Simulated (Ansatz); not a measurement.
The system is Zn.

```
Zn
1.0
     0.00000    1.96478    1.96478
     1.96478    0.00000    1.96478
     1.96478    1.96478    0.00000
Zn
1
Direct
  0.00000 0.00000 0.00000
```

This isn't the form of Zn at room conditions, which is hcp.

| Quantity | Value |
| --- | --- |
| Program | Ansatz 0.2.0 |
| Task | relaxation of cell and atoms |
| Functional | PBE |
| Dispersion | D4 |
| Potentials or basis | Ansatz PAW |
| Cutoff | 420 eV (not typed: the program's choice for these potentials) |
| k mesh | 12 × 12 × 12 |
| Occupations | fermi-dirac, width 0.05 eV |
| Spin | no spin polarisation |

At the start: volume 15.17 Å³/atom.

How do energy, volume and symmetry change on relaxing?

It ends after 5 steps and the volume is 14.45 Å³/atom (-4.8 %); space group Fm-3m (No. 225, to 0.05 Å).

The path:
```csv
step,energy change (eV),largest force (eV/Å),volume (Å³)
1,0.0000,0.0000,15.17
2,-0.0077,0.0000,14.66
3,-0.0086,0.0000,14.42
4,-0.0086,0.0000,14.45
5,-0.0081,0.0000,14.45
```

Final structure:
```
Zn
1.0
     0.00000    1.93310    1.93310
     1.93310    0.00000    1.93310
     1.93310    1.93310    0.00000
Zn
1
Cartesian
  0.0000 0.0000 0.0000
```

Caveat: the plane-wave basis is chosen anew once the cell has moved, so the energies of steps on either side of that aren't comparable; pairwise dispersion overbinds metals, which lowers pressure and volume.
